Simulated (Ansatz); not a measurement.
Cs, DFT, r2SCAN, PAW with Ansatz's default frozen-core files, scalar-relativistic (Ansatz 0.2.0), run on 1 thread of Arm Neoverse V2 on a shared host.

Structure from Materials Project entry mp-1096915 (possibly hypothetical), not relaxed further.

Command: `ansatz run input.yaml --threads 1 --pin off --max-ram 2048MiB --backend cpu --events-out ev --progress --plain --runs-dir out`

```yaml
crystal:
  lattice:
    - [3.019011, -4.338132, 0.0]
    - [3.019011, 4.338132, 0.0]
    - [-2.574936, 0.0, 4.413887]
  atoms:
    - { symbol: Cs, position: [0.0, 0.0, 0.5] }
kpoints:
  mp_grid: { grid: [3, 3, 3] }
scf:
  occupations: { method: fermi_dirac, width: 0.08 }
hamiltonian:
  xc: r2scan
  pseudopotentials: { kind: paw }
output:
  forces: true
  stress: true
  eigenvalues: true
  efg: { contact_densities: true }
```

Q: How large is the problem that the program sets up?

A: 10 irreducible k-points, 2953 plane waves at Γ, 9 bands.

Q: About how long does it take, and how much memory does it use?

A: 4.9 s of wall time for 6 SCF iterations, with a peak of 0.59 GiB. Times on shared machines scatter by tens of per cent.
